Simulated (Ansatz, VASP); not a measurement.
**Te2Pt (Moncheite): VASP beside Ansatz**

```
CELL_PARAMETERS angstrom
4.03817 0.00000 0.00000
-2.01909 3.49716 0.00000
0.00000 0.00000 5.31094
ATOMIC_POSITIONS crystal
Te 0.33333 0.66667 0.25685
Te 0.66667 0.33333 0.74315
Pt 0.00000 0.00000 0.00000
```

Alike in both runs: task single point; functional r2SCAN; k mesh 6 × 6 × 4; occupations fermi-dirac, width 0.02 eV; no spin polarisation.

```csv
,VASP,Ansatz
version,VASP 6.6.1,Ansatz 0.2.0
potentials or method,"VASP PAW PBE potentials, release 64 (Te, Pt)",plane waves
plane-wave cutoff (eV),520,500
valence electrons in the cell,22,50
```

```csv
,VASP,Ansatz,Ansatz less VASP
pressure (GPa),1.2,1.4,+0.11
rms of the force components (eV/Å),0.004,0.007,+0.0027
```

Atom by atom the forces differ by 0.003 eV/Å (rms over components). With one functional, cell and mesh, what is left measures potentials, basis and numerics. The two sets of potentials don't hold the same shells in valence.

Caveats: the PAW data sets were made with another functional, which shifts forces and pressure a little (VASP). The runs have no spin-orbit coupling, so splittings on Pt, Te are missing.
